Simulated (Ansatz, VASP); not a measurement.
# Two plane-wave programs on CaB2

```
CELL_PARAMETERS angstrom
3.22643 0.00000 0.00000
-1.61322 2.79417 0.00000
0.00000 0.00000 4.06739
ATOMIC_POSITIONS crystal
Ca 0.00000 0.00000 0.99754
B 0.66667 0.33333 0.50000
B 0.33333 0.66667 0.50000
```

The cell comes from a database or a generator and needn't be the stable form of this composition.

Alike in both runs: task single point; functional PBE; k mesh 9 × 9 × 6; occupations fermi-dirac, width 0.05 eV; no spin polarisation.

|  | VASP | Ansatz |
| --- | --- | --- |
| version | VASP 6.6.1 | Ansatz 0.2.0 |
| potentials or method | VASP PAW PBE potentials, release 64 (Ca_sv, B) | scalar-relativistic, plane waves, PAW |
| plane-wave cutoff (eV) | 520 | 750 |
| valence electrons in the cell | 16 | 16 |

|  | VASP | Ansatz | Ansatz less VASP |
| --- | --- | --- | --- |
| rms of the force components (eV/Å) | 0.029 | 0.029 | -0.0005 |

Atom by atom the forces differ by 0.000 eV/Å (rms over components). With one functional, cell and mesh, what is left measures potentials, basis and numerics.
